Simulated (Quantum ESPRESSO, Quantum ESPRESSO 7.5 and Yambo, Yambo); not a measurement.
# How the form of the self-energy moves the gap of CdS (Hawleyite)

How much does the gap of CdS (Hawleyite) depend on the approximation to the self-energy?

Main program and level: Quantum ESPRESSO 7.5 and Yambo 5.3.0; PBE and many-body steps on it, plane waves.

**What was measured.**

- Gap 2.42 eV: optical gap from inflexion point of photoacoustic spectrum, as-grown film; photoacoustic spectroscopy; film (as-grown chemical bath deposited film, about 0.25 um thick, deposited at 80 C) (“Study of the band--gap shift in CdS films: Influence of thermal annealing in different atmospheres”, 1995, arxiv:cond-mat/9501125).

## (1) Set-up

It takes space group F-43m (No. 216, cubic). The conventional cell has a = 5.833 Å, b = 5.833 Å, c = 5.833 Å, α = 90.00°, β = 90.00°, γ = 90.00°. Nearest to Cd lie 4 S at 2.53 Å. S has 4 Cd at 2.53 Å nearest. Farther neighbours and most contacts between anions are not listed.

The cell and positions come from the Crystallography Open Database and are kept as given unless a step says otherwise.

## (2) Empty states on the mesh, 4×4×4 mesh, 331 bands

This step: Quantum ESPRESSO 7.5; DFT, PBE, plane waves, norm-conserving pseudopotentials.

The sums over transitions need many empty states on a uniform mesh; this step solves for them.

Contents of pw.in:

```
&control
  calculation = 'nscf'
  prefix = 'x'
  outdir = 'o'
  pseudo_dir = 'pseudo'
/
&system
  ibrav = 0
  nat = 2
  ntyp = 2
  ecutwfc = 94.0
  nbnd = 331
  force_symmorphic = .true.
/
&electrons
  conv_thr = 1e-9
  electron_maxstep = 80
  diago_full_acc = .true.
  diago_thr_init = 5e-6
/
ATOMIC_SPECIES
  Cd 112.41 Cd.upf
  S 32.06 S.upf
CELL_PARAMETERS angstrom
  -0.0000000000 2.9165000000 2.9165000000
  2.9165000000 -0.0000000000 2.9165000000
  2.9165000000 2.9165000000 -0.0000000000
ATOMIC_POSITIONS crystal
  Cd 0.0000000000 0.0000000000 0.0000000000
  S 0.2500000000 0.2500000000 0.2500000000
K_POINTS automatic
  4 4 4 0 0 0
```

Run with:

```sh
OMP_NUM_THREADS=1 mpirun -n 4 pw.x -nk 4 -in pw.in > pw.out
```

Log:

```text
Program PWSCF v.7.5 starts

     This program is part of the open-source Quantum ESPRESSO suite
     for quantum simulation of materials; please cite
         "P. Giannozzi et al., J. Phys.:Condens. Matter 21 395502 (2009);
         "P. Giannozzi et al., J. Phys.:Condens. Matter 29 465901 (2017);
         "P. Giannozzi et al., J. Chem. Phys. 152 154105 (2020);
     in publications or presentations arising from this work. More details at

     Atomic positions and unit cell read from directory:
     o/x.save/

     Message from routine setup:
[...]
k =-0.3536-0.3536 0.3536 (  5168 PWs)   bands (ev):

[...]
65.8940  67.6525  67.7258  67.7258  68.1298  68.1298  69.2984  69.8215
     [... 30 further rows ...]
   193.6924 194.2373 194.2373 194.4902 194.4902 194.9943 195.1998 195.1998
   196.1201 196.1201 196.9251

          k = 0.3536 0.0000 0.0000 (  5105 PWs)   bands (ev):

     [... further k-points ...]

     highest occupied, lowest unoccupied level (ev):     6.9821    8.1268

     XML data file, pseudopotentials, collected wavefunctions

=------------------------------------------------------------------------------=
   JOB DONE.
=------------------------------------------------------------------------------=
```

It took 50 s on 4 MPI ranks of Arm Neoverse V1, shared host; peak memory 0.81 GiB; 3.3 min of CPU time.

This step gave:

| Property | Result |
| --- | --- |
| gap | 1.145 eV |
| k of the valence top | 0, 0, 0 |
| k of the conduction bottom | 0, 0, 0 |
| least direct gap | 1.145 eV |
| k points computed | 8 |
| lowest point of the top converged band, above the valence top | 189.0455 eV |

On this mesh the gap is 1.145 eV.

The density comes from a self-consistent run that is not shown.

## (3) Conversion and set-up

This step: Yambo 5.3.0; conversion and set-up on PBE, plane waves, norm-conserving pseudopotentials.

The states are converted to the many-body program's format and the q mesh is built.

Run with:

```sh
(cd o/x.save; p2y > p2y.log; mv SAVE ../..); yambo > setup.log
```

Log:

```text
 Yambo, version 5.3.0

 [02] CORE Variables Setup
 =========================

  [02.01] Unit cells
  ==================

  Cell kind             :  FCC
  Atoms in the cell     :  Cd  S
  number of Cd atoms    :  1
  number of S  atoms    :  1

  List of atomic masses
  Mass of Cd    :  112.4100
  Mass of S     :  32.06000

  List of atomic coordinates    : [cc]
  Cd1       :  0.000000  0.000000  0.000000  order 1
  S1       :  2.755693  2.755693  2.755693  order 2

  Alat factors          :  5.511386  5.511386  5.511386 [a.u.]
  Direct lattice volume :  334.8209 [a.u.]
[...]
==========================================

 IBZ Q-points                                      :   8
 BZ  Q-points                                      :   64

 K/Q-points units:
 rlu = crystal or reduced units; cc = cartesian coordinates; iku = interal k-units

 Q [1]          [rlu]:  0.000000  0.000000  0.000000
 Q [2]          [rlu]: -0.40681E-17 -0.40681E-17  0.25000
 Q [3]          [rlu]:  0.81362E-17  0.81362E-17 -0.50000
[...]
Q [7]          [rlu]:  0.12428E-16 -0.50000     -0.50000
 Q [8]          [rlu]:  0.250000 -0.500000 -0.250000

  [03.01] X indexes
  =================

   [03.01.01] Sigma indexes
   ========================

 [06] Game Over & Game summary
```

Wall time 3 s (1 MPI rank); peak memory 0.25 GiB.

## (4) G0W0, Godby-Needs plasmon pole

G0W0 replaces the xc potential by the self-energy, built once from these orbitals. Only a window of levels is corrected, while the sums run over the empty bands that the input names.

This step: G0W0 on PBE, plane waves, norm-conserving pseudopotentials.

Contents of gw2.in:

```
HF_and_locXC
gw0
dyson
ppa
em1d
rim_cut
RandQpts= 1000000
RandGvec= 1 RL
EXXRLvcs= 94 Ry
VXCRLvcs= 376 Ry
Chimod= "HARTREE"
% BndsRnXp
 1 | 142 |
%
NGsBlkXp= 10.5 Ry
% LongDrXp
 1 | 1 | 1 |
%
% GbndRnge
 1 | 142 |
%
DysSolver= "n"
ExtendOut
PPAPntXp= 27.21138 eV
% QPkrange
 1 | 1 | 12 | 15 |
%
```

Run with:

```sh
OMP_NUM_THREADS=1 mpirun -n 4 yambo -F gw2.in -J gw2 -C gw2 > gw2.log
```

Log:

```text
 Yambo, version 5.3.0

 [02] CORE Variables Setup
 =========================

  [... cell, symmetries and grids as in the set-up ...]

  [02.05] Energies & Occupations
  ==============================

  [X] === General ===
  [X] Electronic Temperature                        :  0.000000  0.000000 [eV K]
  [X] Bosonic    Temperature                        :  0.000000  0.000000 [eV K]
  [X] Finite Temperature mode                       : no
  [X] El. density                                   :  0.52403E+24 [cm-3]
  [X] Fermi Level                                   :  6.982057 [eV]

  [X] === Gaps and Widths ===
  [X] Conduction Band Min                           :  1.144724 [eV]
  [X] Valence Band Max                              :  0.000000 [eV]
  [X] Filled Bands                                  :  13
  [X] Empty Bands                                   :    14   331
  [X] Direct Gap                                    :  1.144724 [eV]
  [X] Direct Gap localized at k                     :  1
  [X] Indirect Gap                                  :  1.144724 [eV]
  [X] Indirect Gap between kpts                     :  1  1
  [X] Last valence band width                       :  2.183510 [eV]
  [X] 1st conduction band width                     :  4.279643 [eV]

 [03] Transferred momenta grid and indexing
 ==========================================

 IBZ Q-points                                      :   8
 BZ  Q-points                                      :   64

 K/Q-points units:
 rlu = crystal or reduced units; cc = cartesian coordinates; iku = interal k-units

 Q [1]          [rlu]:  0.000000  0.000000  0.000000
 Q [2]          [rlu]: -0.40681E-17 -0.40681E-17  0.25000
 Q [3]          [rlu]:  0.81362E-17  0.81362E-17 -0.50000
 Q [4]          [rlu]: -0.62139E-17  0.25000      0.25000
 Q [5]          [rlu]: -0.38278E-17  0.25000      0.50000
 Q [6]          [rlu]:  0.81362E-17  0.25000     -0.25000
 Q [7]          [rlu]:  0.12428E-16 -0.50000     -0.50000
 Q [8]          [rlu]:  0.250000 -0.500000 -0.250000

 [04] Coloumb potential Random Integration (RIM)
 ===============================================

  [04.01] RIM initialization
  ==========================

  * Diagonal components only detected *

  8 x (sBL volume)        :  0.092606 [a.u.]
  sBZ random points       :  1000000
  Points outside the sBZ  :   7987327
  RL volume               :  0.740845 [a.u.]
  Integrated volume       :  0.742020 [a.u.]

  [04.02] RIM integrals
  =====================

  Gamma point sphere radius             :  0.082066 [a.u.]
  Points outside the sphere             :   799513
  [Int_sBZ(q=0) 1/q^2]*(Vol_sBZ)^(-1/3) =:  7.764325
                                 should be <:  7.795600

  Summary of Coulomb integrals for non-metallic bands |Q|[au] RIM/Bare

  Q [1] 0.100000E-4 0.995988 * Q [2] 0.246825 1.065884
  Q [4] 0.285009 1.064810 * Q [6] 0.403064 1.027704
  Q [5] 0.472634 1.020409 * Q [3] 0.493651 1.018308
  Q [7] 0.570019 1.014905 * Q [8] 0.637300 1.011860

 [WARNING] [Xp] User bands 1-142 break level degeneracy

 [05] Dipoles
 ============

  [05.01] Setup: observables and procedures
  =========================================

 [06] Dynamic Dielectric Matrix (PPA)
 ====================================

 [WR./gw2//ndb.pp]---------------------------------------------------------------
  Brillouin Zone Q/K grids (IBZ/BZ)                :    8   64    8   64
  RL vectors                                       :   6183 [WF]
  Coulomb cutoff potential                         : none
  Electronic Temperature                           :  0.000000 [K]
  Bosonic    Temperature                           :  0.000000 [K]
  PPA    diel. fun.  energies                      : Perdew, Burke & Ernzerhof(X)+Perdew, Burke & Ernzerhof(C)
  wavefunctions                                    : Perdew, Burke & Ernzerhof(X)+Perdew, Burke & Ernzerhof(C)
  Global Gauge                                     : length
  X matrix size                                    :  181
  X band range                                     :    1  142
  X e/h energy range                               : -1.000000 -1.000000 [eV]
  X Time ordering                                  : R
  X Hxc Kernel                                     : HARTREE
  X Drude frequency                                :  0.000000  0.000000
  X poles                                          :  100.0000 [o/o]
  RL vectors in the sum                            :   6183
  [r,Vnl] included                                 : yes
  Field direction                                  :  0.577350E-5  0.577350E-5  0.577350E-5
  BZ energy Double Grid                            : no
  BZ energy DbGd points                            : 0
  BZ Q point size factor                           : -1.000000
  X Optical Averaged directions                    : none

 [07] Local Exchange-Correlation + Non-Local Fock
 ================================================

 [VXC] Plane waves :   41151
 [EXS] Plane waves :   5161

 QP @ state[ 1 ] K range:  1  1
 QP @ state[ 1 ] b range:  12  15

 [xc] Functional : Perdew, Burke & Ernzerhof(X)+Perdew, Burke & Ernzerhof(C)
 [xc] LIBXC used to calculate xc functional
  PP Number of Atomic Species                      :  2
  NLCC RL compoments                               :   41151
  PP Number of Atomic Species                      :  2
  NLCC RL compoments                               :   41151

 [xc] E_xc :  -17.59455 [Ha]
      E_xc :  -35.18910 [Ry]

  Local XC kind (lXC) : Perdew, Burke & Ernzerhof(X)+Perdew, Burke & Ernzerhof(C)
  Non-Local XC kind (nlXC) : Hartree-Fock

  Corrections @ K [1] :  [eV]
 <12|nlXC|12> = -18.34334 -0.77818E-18 <12|lXC|12> = -15.38909 -0.14161E-15
 <13|nlXC|13> = -18.34339 -0.10121E-17 <13|lXC|13> = -15.38909  0.000000
 <14|nlXC|14> = -6.737015 -0.35482E-17 <14|lXC|14> = -10.63635  0.000000
 <15|nlXC|15> = -5.838126  0.28639E-17 <15|lXC|15> = -10.64223  0.000000

 [08] Dyson equation: Newton solver
 ==================================

  [08.01] G0W0 (W PPA)
  ====================

  [  GW  ] Bands range     :    1  142
  [GW/PPA] G damping       :  0.100000 [eV]

  QP @ state[ 1 ] K range:  1  1
  QP @ state[ 1 ] b range:  12  15

   Sc/G bands                                       :    1  142
   Sc/G damping                                     :  0.100000 ev
   Sc bands terminator                              : no
   Sx RL components                                 :   5161

   QP @ state[ 1 ] K range                          :  1  1
   QP @ state[ 1 ] b range                          :  12  15
   GF energies kind                                 : Perdew, Burke & Ernzerhof(X)+Perdew, Burke & Ernzerhof(C)
   GF WF`s kind                                     : Perdew, Burke & Ernzerhof(X)+Perdew, Burke & Ernzerhof(C)
   Xs energies kind                                 : Perdew, Burke & Ernzerhof(X)+Perdew, Burke & Ernzerhof(C)
   Xs WF`s kind                                     : Perdew, Burke & Ernzerhof(X)+Perdew, Burke & Ernzerhof(C)

 [11] Game Over & Game summary
```

Wall time 76 s (4 MPI ranks); peak memory 1.8 GiB; 5 min of CPU time.

Numbers from this step:

| Item | Value |
| --- | --- |
| G0W0 gap on the points computed | 2.136 eV |
| starting gap on the mesh | 1.145 eV |
| k of the valence top | 0, 0, 0 |
| k of the conduction bottom | 0, 0, 0 |
| least direct G0W0 gap on the computed points | 2.136 eV |
| Z at the valence top | 0.7869 |
| Z at the conduction bottom | 0.8161 |

The gap on the mesh goes from 1.14 eV to 2.14 eV, a correction of +0.99 eV.

[end of part 1 of 2]

[Paths, hosts, dates, memory and timing lines, banners, echoed tables and standing remarks are left out of the program output.]

[Logs are printed without paths, hosts, clocks, repeated set-up lines and the standing remarks that a program may print on its own settings, such as how far it seeks lower states.]

[Runs of the session that timed out or met a known fault of the program may be left out.]

[Hosts, paths, dates, database ids (printed as entryN), source tags and the programs' standing remarks are cut or masked in the printed files.]
